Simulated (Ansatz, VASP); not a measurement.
# SiC in VASP and in Ansatz

File INCAR:

```
  ALGO = Normal
  EDIFF = 1E-6
  ENCUT = 520
  GGA = PS
  ISIF = 2
  ISMEAR = 0
  LASPH = True
  LCHARG = True
  LELF = True
  LREAL = False
  LVHAR = True
  LWAVE = False
  NBANDS = 11
  NELM = 100
  PREC = Accurate
  SIGMA = 0.05
```

The input KPOINTS:

```
k-points
0
Gamma
  10 10 10
```

The input POSCAR:

```
SiC
1.0
    0.0000000000      2.1783945700      2.1783945700
    2.1783945700      0.0000000000      2.1783945700
    2.1783945700      2.1783945700      0.0000000000
Si C
1 1
Direct
   -0.0035337897      0.0035337897      0.0035337897
    0.7582629659      0.7417370341      0.7417370341
```

Input for Ansatz:

```yaml
crystal:
  lattice:
    - [0.0, 2.17839457, 2.17839457]
    - [2.17839457, 0.0, 2.17839457]
    - [2.17839457, 2.17839457, 0.0]
  atoms:
    - { symbol: Si, position: [-0.0035337897, 0.0035337897, 0.0035337897] }
    - { symbol: C, position: [0.7582629659, 0.7417370341, 0.7417370341] }
basis:
  ecutwfc: 520.0
kpoints:
  mp_grid: { grid: [10, 10, 10] }
hamiltonian:
  xc: pbesol
  pseudopotentials: { kind: paw, azcp: { folder: soft_1 } }
scf:
  occupations: { method: gaussian, width: 0.05 }
output:
  forces: true
  stress: true
  eigenvalues: true
  write_density: true
  write_potential: true
  elf: true
  volumetric_format: npy
```

Change from the starting cell: mode 4 frozen in at -0.036 Å and mode 5 at +0.000 Å (largest displacements).

Alike in both runs: task single point; functional PBEsol; k mesh 10 × 10 × 10; occupations gaussian, width 0.05 eV; no spin polarisation.

|  | VASP | Ansatz |
| --- | --- | --- |
| version | VASP 6.6.1 | Ansatz 0.2.0 |
| potentials or method | VASP PAW PBE potentials, release 64 (Si, C) | scalar-relativistic, plane waves, PAW |
| plane-wave cutoff (eV) | 520 | 520 |
| valence electrons in the cell | 8 | 8 |

```tsv
	VASP	Ansatz	Ansatz less VASP
gap on the k mesh at the Fermi level (eV)	0.99	1.00	+0.010
least direct gap on the mesh (eV)	4.32	4.33	+0.014
pressure (GPa)	0.7	0.3	-0.35
largest component of the traceless stress (GPa)	3.44	3.39	-0.044
rms of the force components (eV/Å)	0.568	0.566	-0.0019
```

Atom by atom the forces differ by 0.002 eV/Å (rms over components). Ansatz warned: «pseudo_functional_mismatch».

Caveats: the PAW data sets were made with another functional, which shifts forces and pressure a little (VASP). A k mesh can miss the band edges.
